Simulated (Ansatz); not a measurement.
**Zone-centre modes in TaN**

All numbers below come from Ansatz, DFT PBEsol, scalar-relativistic, plane waves, PAW. The runs took a 420 eV cutoff, a Γ-centred 12×12×16 mesh and Gaussian smearing (0.15 eV). Spin–orbit coupling is left out, which can shift energies with elements as heavy as these. No spin polarisation.

The starting cell (relaxed at this level):

```
Ta N
1.0
     5.17892    0.00000    0.00000
    -2.58946    4.48508    0.00000
     0.00000    0.00000    2.89600
Ta N
3 3
Cartesian
  0.0000 2.9901 1.4480
  2.5895 1.4950 1.4480
  0.0000 0.0000 0.0000
  2.0372 0.0000 0.0000
  1.5708 2.7208 0.0000
  -1.0186 1.7643 0.0000
```

Harmonic modes by finite displacements of 0.02 Å, without the LO–TO term.

Q: At this geometry, is the structure stable against these modes?

A: Yes: no mode is imaginary beyond 10 cm⁻¹, and only the three translations lie near zero.

Q: List the wavenumbers in cm⁻¹.

A: 0, 0, 0, 148, 187, 187, 189, 229, 229, 579, 579, 595, 602, 602, 620, 652, 652, 704.

Cost: 1 run of about 16 core-minutes, on Intel Xeon Platinum 8259CL (Skylake/Cascade Lake) (shared hosts).